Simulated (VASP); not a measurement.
Here is a VASP 6.6.1 calculation.

The input INCAR:

```
SYSTEM = KCl
PREC = Accurate
ENCUT = 600
EDIFF = 1E-7
ISMEAR = 0
SIGMA = 0.03
LREAL = .False.
LASPH = .True.
NELM = 80
ALGO = Normal
ISIF = 2
LWAVE = .False.
LCHARG = .False.
GGA = PS
IBRION = 2
NSW = 40
EDIFFG = -0.01
```

KPOINTS

```
Automatic mesh
0
Gamma
  8 8 8
  0 0 0
```

The input POSCAR:

```
KCl                                     
1.0
    0.0000000000      3.1269960207      3.1269960207
    3.1269960207      0.0000000000      3.1269960207
    3.1269960207      3.1269960207      0.0000000000
  K               Cl            
     1     1
Direct
     0.0000000000000000    0.0000000000000000    0.0000000000000000
     0.5000000000000000    0.5000000000000000    0.5000000000000000
```

Potentials or basis: VASP PAW PBE potentials, release 64 (K_sv, Cl).

The run is started by

```sh
$ cat potpaw_PBE.64/K_sv/POTCAR potpaw_PBE.64/Cl/POTCAR > POTCAR
$ mpirun -np 1 vasp_std > vasp.out
```

Predict the band gap on the k mesh.

5.08 eV, direct.

Final structure:
```
K Cl
1.0
     0.00000    3.12700    3.12700
     3.12700    0.00000    3.12700
     3.12700    3.12700    0.00000
K Cl
1 1
Direct
  0.00000 0.00000 0.00000
  0.50000 0.50000 0.50000
```

Caveat: the relaxation stopped at its first step, so nothing moved.

**Experimental background.**

A printed reference work, monograph reports, for a bulk crystal of KCl: band gap 8.68 eV.

Against the measured gap of KCl, 8.68 eV (a printed reference work, monograph), the calculated 5.08 eV is off by -3.60 eV. The value is that of PBEsol on a finite k mesh, which can miss the band edges, without temperature or zero-point motion. Semilocal functionals fall short of measured gaps as a rule.
